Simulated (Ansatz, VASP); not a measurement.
**BaZrO3 in VASP and in Ansatz**

The input INCAR:

```
SYSTEM = BaZrO3
  ALGO = Normal
  EDIFF = 1E-6
  ENCUT = 520
  ISIF = 2
  ISMEAR = 0
  LASPH = .TRUE.
  LCHARG = .TRUE.
  LELF = .TRUE.
  LREAL = .FALSE.
  LVHAR = .TRUE.
  LWAVE = .FALSE.
  NBANDS = 28
  NELM = 60
  PREC = Accurate
  SIGMA = 0.01
```

Contents of KPOINTS:

```
k-points
0
G
  4 4 4
  0 0 0
```

Contents of POSCAR:

```
BaZrO3
1.0
    4.1638072673      0.0000000000      0.0000000000
    0.0000000000      4.1638072673      0.0000000000
    0.0000000000      0.0000000000      4.1638072673
Ba Zr O
1 1 3
Direct
    0.0000000000      0.0000000000      0.0000000000
    0.5000000000      0.5000000000      0.5000000000
    0.0000000000      0.5000000000      0.5000000000
    0.5000000000      0.0000000000      0.5000000000
    0.5000000000      0.5000000000      0.0000000000
```

Input for Ansatz:

```yaml
crystal:
  lattice:
    - [4.1638072673, 0.0, 0.0]
    - [0.0, 4.1638072673, 0.0]
    - [0.0, 0.0, 4.1638072673]
  atoms:
    - { symbol: Ba, position: [0.0, 0.0, 0.0] }
    - { symbol: Zr, position: [0.5, 0.5, 0.5] }
    - { symbol: O, position: [0.0, 0.5, 0.5] }
    - { symbol: O, position: [0.5, 0.0, 0.5] }
    - { symbol: O, position: [0.5, 0.5, 0.0] }
kpoints:
  mp_grid: { grid: [4, 4, 4] }
scf:
  occupations: { method: fixed }
  convergence: { dr2_threshold: 1.0e-10 }
hamiltonian:
  xc: lda
  pseudopotentials: { kind: all_electron, lapw: { basis_error: 0.0005 } }
output:
  forces: true
  stress: true
  eigenstates:
    kpoints:
      - [0.0, 0.0, 0.0]
      - [0.5, 0.5, 0.5]
      - [-0.5, -0.5, 0.0]
      - [-0.5, 0.0, -0.5]
      - [0.0, -0.5, -0.5]
      - [0.0, -0.5, 0.0]
      - [0.0, 0.0, -0.5]
      - [-0.5, 0.0, 0.0]
  eigenvalues: true
```

Alike in both runs: task single point; functional LDA; k mesh 4 × 4 × 4; no spin polarisation.

```csv
,VASP,Ansatz
version,VASP 6.6.1,Ansatz 0.2.0
potentials or method,"VASP PAW LDA potentials, release 64 (Ba_sv, Zr_sv, O)","all-electron LAPW, scalar-relativistic"
plane-wave cutoff (eV),520,see its input
occupations,"gaussian, width 0.01 eV",fixed
```

```tsv
	VASP	Ansatz	Ansatz less VASP
gap on the k mesh at the Fermi level (eV)	3.10	3.16	+0.062
pressure (GPa)	-0.5	-2.0	-1.41
```

Ansatz ran all-electron here, so the differences hold the error of VASP's frozen core and of both bases.

Caveats: spin-orbit coupling is left out, which moves the levels of the heavy elements. A k mesh can miss the band edges.
